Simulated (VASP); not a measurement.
A run of VASP 6.6.1 is set up as follows.

The input INCAR:

```
PREC = Accurate
ENCUT = 350
EDIFF = 1E-6
ISMEAR = 0
SIGMA = 0.02
LREAL = False
LASPH = True
NELM = 80
ALGO = Normal
ISIF = 2
LWAVE = False
LCHARG = False
GGA = PE
```

KPOINTS

```
regular mesh
0
Gamma
  4 4 4
```

File POSCAR:

```
BaTe
1.0
    0.0000000000      3.4100000000      3.4100000000
    3.4100000000      0.0000000000      3.4100000000
    3.4100000000      3.4100000000      0.0000000000
Ba Te
1 1
Direct
    0.0000000000      0.0000000000      0.0000000000
    0.5000000000      0.5000000000      0.5000000000
```

Potentials or basis: VASP PAW PBE potentials, release 64 (Ba_sv_GW, Te_GW).

Launch:

```sh
$ cat potpaw_PBE.64/Ba_sv_GW/POTCAR potpaw_PBE.64/Te_GW/POTCAR > POTCAR
$ mpirun -np 1 vasp_std > vasp.out
```

Task: Estimate the pressure.

Result: 3.8 GPa.

Task: Predict the band gap on the k mesh.

Result: 1.41 eV, indirect (least direct gap 1.75 eV).

Caveat: spin-orbit coupling is left out, which moves the levels of the heavy elements. A k mesh can miss the band edges.
